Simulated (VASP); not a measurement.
# BeTe: band structure with BLYP

BeTe:

```
Te Be
1.0
     0.00000    2.77000    2.77000
     2.77000    0.00000    2.77000
     2.77000    2.77000    0.00000
Te Be
1 1
Direct
  0.75000 0.75000 0.75000
  0.00000 0.00000 0.00000
```

| Property | Result |
| --- | --- |
| Program | VASP 6.6.1 |
| Task | band structure |
| Functional | BLYP |
| Potentials or basis | VASP PAW PBE potentials, release 64 (Te, Be) |
| Cutoff | 520 eV |
| k mesh | 8 × 8 × 8 |
| Occupations | fermi-dirac, width 0.05 eV |
| Spin | no spin polarisation |
| Further INCAR settings | ALGO = Normal; EDIFF = 1e-07 |

* Pressure: 7.4 GPa
* Band gap on the k mesh: 2.13 eV, indirect (least direct gap 3.68 eV)
* Band gap along the path: 2.13 eV, indirect (least direct gap 3.68 eV)

Levels at the corners of the path, in eV from the valence-band top:
| point | band 1 | band 2 | band 3 | band 4 | band 5 | band 6 | band 7 | band 8 |
| --- | --- | --- | --- | --- | --- | --- | --- | --- |
| Γ | -12.57 | 0.00 | 0.00 | 0.00 | 3.68 | 3.68 | 3.68 | 4.39 |
| X | -10.60 | -5.28 | -2.78 | -2.78 | 2.13 | 2.79 | 10.04 | 10.04 |
| X | -10.60 | -5.28 | -2.78 | -2.78 | 2.13 | 2.79 | 10.04 | 10.04 |
| W | -10.57 | -4.72 | -3.86 | -3.35 | 5.54 | 5.67 | 5.80 | 6.46 |
| W | -10.57 | -4.72 | -3.86 | -3.35 | 5.54 | 5.67 | 5.80 | 6.46 |
| K | -10.63 | -4.91 | -4.05 | -2.35 | 2.86 | 5.46 | 8.13 | 8.56 |
| K | -10.63 | -4.91 | -4.05 | -2.35 | 2.86 | 5.46 | 8.13 | 8.56 |
| Γ | -12.57 | 0.00 | 0.00 | 0.00 | 3.68 | 3.68 | 3.68 | 4.39 |
| Γ | -12.57 | 0.00 | 0.00 | 0.00 | 3.68 | 3.68 | 3.68 | 4.39 |
| L | -11.13 | -5.74 | -1.20 | -1.20 | 3.37 | 4.72 | 4.72 | 8.09 |
| L | -11.13 | -5.74 | -1.20 | -1.20 | 3.37 | 4.72 | 4.72 | 8.09 |
| U | -10.63 | -4.91 | -4.05 | -2.35 | 2.86 | 5.46 | 8.13 | 8.56 |
| U | -10.63 | -4.91 | -4.05 | -2.35 | 2.86 | 5.46 | 8.13 | 8.56 |
| W | -10.57 | -4.72 | -3.86 | -3.35 | 5.54 | 5.67 | 5.80 | 6.46 |
| W | -10.57 | -4.72 | -3.86 | -3.35 | 5.54 | 5.67 | 5.80 | 6.46 |
| L | -11.13 | -5.74 | -1.20 | -1.20 | 3.37 | 4.72 | 4.72 | 8.09 |
| L | -11.13 | -5.74 | -1.20 | -1.20 | 3.37 | 4.72 | 4.72 | 8.09 |
| K | -10.63 | -4.91 | -4.05 | -2.35 | 2.86 | 5.46 | 8.13 | 8.56 |
| U | -10.63 | -4.91 | -4.05 | -2.35 | 2.86 | 5.46 | 8.13 | 8.56 |
| X | -10.60 | -5.28 | -2.78 | -2.78 | 2.13 | 2.79 | 10.04 | 10.04 |

Wall time 28 s on 1 thread of AMD EPYC 9R45 96-Core Processor (Zen 5) (shared host), peak memory 0.15 GiB.

Caveat: the PAW data sets were made with another functional, which shifts forces and pressure a little; spin-orbit coupling is left out, which moves the levels of the heavy elements. As with any semilocal functional, this BLYP gap is likely too small.
